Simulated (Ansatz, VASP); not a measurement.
## CdSe: VASP beside Ansatz

```xyz
4
Lattice="4.2985 0.0000 0.0000 -2.1492 3.7226 0.0000 0.0000 0.0000 7.0152" Properties=species:S:1:pos:R:3 pbc="T T T"
Cd    2.1492    1.2409    0.0000
Cd    0.0000    2.4817    3.5076
Se    2.1492    1.2409    2.6307
Se    0.0000    2.4817    6.1383
```

Alike in both runs: task single point; functional r2SCAN; k mesh 6 × 6 × 4; occupations gaussian, width 0.05 eV; no spin polarisation.

|  | VASP | Ansatz |
| --- | --- | --- |
| version | VASP 6.6.1 | Ansatz 0.2.0 |
| potentials or method | VASP PAW PBE potentials, release 64 (Cd, Se) | scalar-relativistic, plane waves, PAW |
| plane-wave cutoff (eV) | 520 | 500 |
| valence electrons in the cell | 36 | 72 |

Ansatz gave:

```
gap on the k mesh at the Fermi level (eV)       : 1.17
least direct gap on the mesh (eV)               : 1.17
pressure (GPa)                                  : 1.5
largest component of the traceless stress (GPa) : 0.09
rms of the force components (eV/Å)              : 0.013
```

Estimate VASP's values.

gap on the k mesh at the Fermi level (eV): 1.16; least direct gap on the mesh (eV): 1.16; pressure (GPa): 1.8; largest component of the traceless stress (GPa): 0.10; rms of the force components (eV/Å): 0.012.

Atom by atom the forces differ by 0.000 eV/Å (rms over components). The two sets of potentials don't hold the same shells in valence.

Caveats: the PAW data sets were made with another functional, which shifts forces and pressure a little (VASP). r2SCAN opens gaps a little over a GGA but as a rule still falls short of measured ones.
